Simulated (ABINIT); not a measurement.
Co:

```xyz
2
Lattice="2.4720 0.0000 0.0000 -1.2360 2.1408 0.0000 0.0000 0.0000 4.0211" Properties=species:S:1:pos:R:3 pbc="T T T"
Co    1.2360    0.7136    3.0159
Co    0.0000    1.4272    1.0053
```

Base run:

* Program: ABINIT 10.8.3 (patched build)
* Functional: PBE
* Potentials or basis: JTH PAW PBE v2.0
* Cutoff: 707 eV
* k mesh: 10 × 10 × 6
* Occupations: fermi-dirac, width 0.05 eV
* Spin: collinear spin, ferromagnetic start
* Starting moments: [2.0, 2.0] μB

Its results: band gap on the k mesh none (metal or under the smearing width); pressure 5.8 GPa; net moment 3.30 μB per cell; site moments Co +1.72 μB.

After a change of settings the same cell gave: band gap on the k mesh none (metal or under the smearing width); pressure 7.2 GPa; net moment 3.49 μB per cell; site moments Co +1.79 μB. Which change was it?
A. functional from PBE to PBEsol
B. k mesh from 10 × 10 × 6 to 5 × 5 × 3
C. functional from PBE to PBEsol; k mesh from 10 × 10 × 6 to 7 × 7 × 4
D. k mesh from 10 × 10 × 6 to 12 × 12 × 7

B.

Caveats: some runs use coarse meshes.

Not every run made on this cell is shown here.
